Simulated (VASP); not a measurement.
Here is a VASP 6.6.1 calculation.

The input INCAR:

```
PREC     = Accurate       # precision mode
ENCUT    = 520            # plane-wave cutoff, eV
EDIFF    = 1E-6           # SCF threshold, eV
ISMEAR   = -1             # smearing method
SIGMA    = 0.05           # smearing width, eV
LREAL    = False          # projectors in reciprocal space
LASPH    = True           # aspherical terms in the spheres
NELM     = 100            # most SCF steps
ALGO     = Normal         # electronic algorithm
ISIF     = 2              # what is computed and relaxed
LWAVE    = False          # write WAVECAR
LCHARG   = False          # write CHGCAR
LDIPOL   = True         
IDIPOL   = 3            
DIPOL    = 0.5 0.5 0.294
GGA      = PE             # functional
EFIELD   = 0            
LVHAR    = True         
LVACPOTAV= True
```

File KPOINTS:

```
Automatic mesh
0
Gamma
  10 10 1
```

The input POSCAR:

```
Pt
1.0
    2.5230800000      0.0000000000      0.0000000000
    0.0000000000      2.5230800000      0.0000000000
    0.0000000000      0.0000000000     23.8000000000
Pt
1
Direct
    0.0000000000      0.0000000000      0.2941200000
```

Potentials or basis: VASP PAW PBE potentials, release 64 (Pt).

Command:

```bash
$ cat potpaw_PBE.64/Pt/POTCAR > POTCAR
$ mpirun -np 1 vasp_std > vasp.out
```

(1) What does it give for the work function of the upper face?

(2) What does it give for the work function of the lower face?

(3) Estimate the band gap on the k mesh.

Answers

(1) 6.27 eV.

(2) 6.27 eV.

(3) none (metal or under the smearing width).
